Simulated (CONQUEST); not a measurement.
# CsI under changes of volume

One of the cells (47.619 Å³/atom); the others are scaled copies at fixed shape and fractional positions:

```
Cs I
1.0
     4.56670    0.00000    0.00000
     0.00000    4.56670    0.00000
     0.00000    0.00000    4.56670
Cs I
1 1
Direct
  0.00000 0.00000 0.00000
  0.50000 0.50000 0.50000
```

```yaml
Program: CONQUEST 1.3
Functional: PBEsol
Potentials_or_basis: PseudoDojo NC PBEsol, DZP, grid of 48 × 48 × 48 points
k_mesh: 6 × 6 × 6
Occupations: fermi-dirac, width 0.05 eV
Spin: no spin polarisation
```

```tsv
volume (Å³/atom)	energy over the lowest point (meV/atom)	pressure (GPa)	gap on the mesh (eV)
44.762	0.58	0.3	3.94
45.714	0.00	0.0	3.94
46.666	?	?	?
47.619	3.60	-0.5	3.80
48.571	7.45	-0.7	3.73
49.523	12.48	-0.9	3.67
50.476	18.37	-1.1	3.61
```

Problem. What does the run at 46.666 Å³/atom give?

Solution. Energy over the lowest point 1.04 meV/atom; pressure -0.3 GPa; gap on the mesh 3.87 eV.

Worked out: A Birch-Murnaghan fit of order 3 (a polynomial in V^(-2/3)) to the other rows has its minimum at 45.56 Å³/atom with B0 = V·E''(V) = 13.9 GPa and B' = 5.5. It gives 1.06 meV/atom at 46.666 Å³/atom, against the run's 1.04, and -dE/dV = -0.3 GPa, against -0.3. A parabola through the other rows of the gap, of slope -2.65 eV per unit of ln V there, gives 3.86 eV, against the run's 3.87.

Energies are extrapolated to zero smearing.

Caveats: spin-orbit coupling is left out, which moves the levels of the heavy elements; the basis of atomic orbitals isn't converged, which shifts pressures, moduli and gaps.

A mesh can miss the band edges.
